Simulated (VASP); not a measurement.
Write the native input for VASP 6.6.1 that does the following.

| Item | Value |
| --- | --- |
| Task | relaxation of cell and atoms |
| Functional | PBE |
| Potentials or basis | VASP PAW PBE potentials, release 64 (Mg_GW) |
| Cutoff | 630 eV |
| k mesh | 10 × 10 × 5 |
| Occupations | fermi-dirac, width 0.05 eV |
| Spin | no spin polarisation |
| Further INCAR settings | ALGO = Normal; EDIFF = 1e-06; IBRION = 2; EDIFFG = -0.01; NSW = 60; ISIF = 3 |

The structure of Mg lies in POSCAR:

```
Mg
1.0
    3.2093000000      0.0000000000      0.0000000000
   -1.6046500000      2.7793353284      0.0000000000
    0.0000000000      0.0000000000      5.2103000000
Mg
2
Direct
    0.6666666667      0.3333333333      0.7500000000
    0.3333333333      0.6666666667      0.2500000000
```

The input as run:

INCAR

```
PREC = Accurate ; ENCUT = 630
EDIFF = 1E-6 ; ISMEAR = -1
SIGMA = 0.05 ; LREAL = False
LASPH = True ; NELM = 100
ALGO = Normal ; ISIF = 3
LWAVE = False ; LCHARG = False
GGA = PE ; IBRION = 2
NSW = 60 ; EDIFFG = -0.01
```

KPOINTS

```
Automatic mesh
0
Gamma
  10 10 5
```

Potentials or basis: VASP PAW PBE potentials, release 64 (Mg_GW).

Command:

```console
$ cat potpaw_PBE.64/Mg_GW/POTCAR > POTCAR
$ mpirun -np 1 vasp_std > vasp.out
```

Results of the run:

```json
{
  "Relaxed volume": "22.93 Å³/atom",
  "Relaxed cell": "a = 3.164 Å, b = 3.164 Å, c = 5.289 Å, α = 90.00°, β = 90.00°, γ = 120.00°",
  "Space group after relaxing (to 0.05 Å)": "P6_3/mmc (No. 194)",
  "Energy gained by relaxing": "2.9 meV/atom",
  "Ionic steps": "6",
  "Pressure after relaxing": "0.0 GPa",
  "Band gap on the k mesh": "none (metal or under the smearing width)"
}
```

It took 42 s on 1 thread of Intel(R) Xeon(R) Platinum 8559C (Emerald Rapids), on a shared host, peak memory 0.2 GiB.
